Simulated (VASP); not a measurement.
Output of a VASP run:

File OSZICAR:
```
...
DAV:   7     0.185259358402E+01    0.61276E+00   -0.16876E+00   584   0.160E+01    0.888E+00
DAV:   8     0.100873956828E+01   -0.84385E+00   -0.29172E+01   512   0.392E+01    0.799E+00
DAV:   9     0.216787655753E+01    0.11591E+01   -0.48573E+00   512   0.173E+01    0.221E+00
DAV:  10     0.210992659943E+01   -0.57950E-01   -0.27315E-01   552   0.484E+00    0.104E+00
DAV:  11     0.209853912338E+01   -0.11387E-01   -0.10619E-01   536   0.321E+00    0.146E-01
DAV:  12     0.208073386581E+01   -0.17805E-01   -0.23553E-02   624   0.208E+00    0.189E-01
DAV:  13     0.209619654063E+01    0.15463E-01   -0.24978E-02   512   0.197E+00    0.116E-01
DAV:  14     0.206638224006E+01   -0.29814E-01   -0.94261E-03   592   0.133E+00    0.248E-02
DAV:  15     0.206684484484E+01    0.46260E-03   -0.70227E-04   608   0.380E-01    0.177E-02
DAV:  16     0.206579877413E+01   -0.10461E-02   -0.28990E-04   528   0.248E-01    0.651E-03
DAV:  17     0.206573164987E+01   -0.67124E-04   -0.99404E-06   664   0.433E-02    0.592E-03
DAV:  18     0.206572641260E+01   -0.52373E-05   -0.13587E-06   408   0.143E-02    0.280E-03
DAV:  19     0.206572273972E+01   -0.36729E-05   -0.61305E-07   392   0.110E-02    0.713E-04
DAV:  20     0.206572250715E+01   -0.23257E-06   -0.21465E-07   280   0.422E-03
   1 F= 0.20657225E+01 E0= 0.20657225E+01  d E =0.206572E+01
       N       E                     dE             d eps       ncg     rms          rms(c)
DAV:   1     0.189843729243E+01   -0.16729E+00   -0.43060E+00   552   0.187E+01    0.345E+00
DAV:   2     0.206550685446E+01    0.16707E+00   -0.10272E+00   512   0.771E+00    0.570E-01
DAV:   3     0.206071892016E+01   -0.47879E-02   -0.42939E-02   592   0.208E+00    0.342E-01
DAV:   4     0.207056520579E+01    0.98463E-02   -0.28565E-02   816   0.149E+00    0.118E-01
DAV:   5     0.205891370440E+01   -0.11652E-01   -0.78818E-03   512   0.843E-01    0.101E-01
DAV:   6     0.206205209015E+01    0.31384E-02   -0.74143E-03   512   0.661E-01    0.137E-01
DAV:   7     0.205869194758E+01   -0.33601E-02   -0.46976E-03   528   0.527E-01    0.247E-02
DAV:   8     0.205851843481E+01   -0.17351E-03   -0.12988E-04   664   0.947E-02    0.329E-03
DAV:   9     0.205851339104E+01   -0.50438E-05   -0.48758E-06   544   0.190E-02    0.488E-03
DAV:  10     0.205851222789E+01   -0.11632E-05   -0.10013E-05   512   0.254E-02    0.244E-03
DAV:  11     0.205850915045E+01   -0.30774E-05   -0.90709E-07   536   0.946E-03    0.565E-04
DAV:  12     0.205850940803E+01    0.25759E-06   -0.10200E-07   264   0.303E-03
   2 F= 0.20585094E+01 E0= 0.20585094E+01  d E =-.721310E-02
       N       E                     dE             d eps       ncg     rms          rms(c)
DAV:   1     0.205367514703E+01   -0.48340E-02   -0.11988E-01   552   0.313E+00    0.581E-01
DAV:   2     0.205852228312E+01    0.48471E-02   -0.29770E-02   512   0.131E+00    0.976E-02
DAV:   3     0.205831744902E+01   -0.20483E-03   -0.12760E-03   592   0.357E-01    0.560E-02
DAV:   4     0.205859071211E+01    0.27326E-03   -0.75882E-04   792   0.243E-01    0.181E-02
DAV:   5     0.205825226608E+01   -0.33845E-03   -0.17928E-04   512   0.133E-01    0.165E-02
DAV:   6     0.205840158775E+01    0.14932E-03   -0.24209E-04   512   0.123E-01    0.253E-02
DAV:   7     0.205822362986E+01   -0.17796E-03   -0.15615E-04   512   0.998E-02    0.355E-03
DAV:   8     0.205822098030E+01   -0.26496E-05   -0.35584E-06   656   0.159E-02    0.869E-04
DAV:   9     0.205822120162E+01    0.22132E-06   -0.12711E-07   256   0.300E-03
   3 F= 0.20582212E+01 E0= 0.20582212E+01  d E =-.750131E-02
```

**OUTCAR**
```
------------------------ aborting loop because EDIFF is reached ----------------------------------------
  FORCE on cell =-STRESS in cart. coord.  units (eV):
  Direction    XX          YY          ZZ          XY          YZ          ZX
  --------------------------------------------------------------------------------------
  Total       -0.0001967     -0.0001967     -0.0001967      0.0000000     -0.0000000      0.0000000
  in kB       -0.0052216     -0.0052216     -0.0052216      0.0000000     -0.0000000      0.0000000
  external PRESSURE =      -0.0052216 kB  Pullay stress =       0.0000000 kB
  volume of cell :       60.37
      direct lattice vectors                 reciprocal lattice vectors
    -0.000000000  3.113600034  3.113600034    -0.160585815  0.160585815  0.160585815
     3.113600034  0.000000000  3.113600034     0.160585815 -0.160585815  0.160585815
     3.113600034  3.113600034  0.000000000     0.160585815  0.160585815 -0.160585815
 POSITION                                       TOTAL-FORCE (eV/Angst)
 -----------------------------------------------------------------------------------
      0.00000      0.00000      0.00000        -0.000000     -0.000000      0.000000
      1.55680      1.55680      1.55680        -0.000000     -0.000000     -0.000000
      4.67040      4.67040      4.67040         0.000000      0.000000      0.000000
 -----------------------------------------------------------------------------------
    total drift:                               -0.000000     -0.000000      0.000000
  FREE ENERGIE OF THE ION-ELECTRON SYSTEM (eV)
  ---------------------------------------------------
  free  energy   TOTEN  =         2.0582212016 eV

  energy  without entropy=        2.0582212016  energy(sigma->0) =        2.05822120

 reached required accuracy - stopping structural energy minimisation
```
(Selected blocks of OUTCAR.)

**POSCAR**
```
BaF2
1
    0.0000000000     3.0881704996     3.0881704996
    3.0881704996     0.0000000000     3.0881704996
    3.0881704996     3.0881704996    -0.0000000000
Ba F
1 2
Direct
  0.0000000000   1.0000000000   0.0000000000
  0.2500000000   0.2500000000   0.2500000000
  0.7500000000   0.7500000000   0.7500000000
```

Task: Reconstruct the remaining input files.

Result: Several could match; the one computed here: the input of the run itself, revTPSS meta-GGA, plane waves, VASP's PBE PAW potentials (set 64).

KPOINTS:
```
Automatic mesh
0
G
  6 6 6
```

INCAR:
```
! general
SYSTEM  = BaF2
PREC    = Accurate
ENCUT   = 520
LREAL   = .FALSE.
LASPH   = .TRUE.   ! aspherical one-centre terms

! electronic loop
EDIFF   = 1E-6   ! SCF stop (eV)
NELM    = 100   ! most electronic steps
ALGO    = Normal
LMAXMIX = 4
LMIXTAU = .TRUE.

! smearing
ISMEAR  = 0   ! Gaussian
SIGMA   = 0.05   ! width (eV)

! functional
METAGGA = RTPSS

! ions
IBRION  = 2
NSW     = 60
ISIF    = 3
EDIFFG  = -0.02

! output
LWAVE   = .FALSE.
LCHARG  = .FALSE.
```

POTCAR, in this order: Ba_sv F (PBE.64 set). Program: vasp_std.

Energy and stress use the plane-wave basis of the starting cell.

The compound is BaF2 in the fluorite structure. This run relaxes it. Symmetry was kept, so distortions that lower it aren't found. The start is the result of an earlier pass.
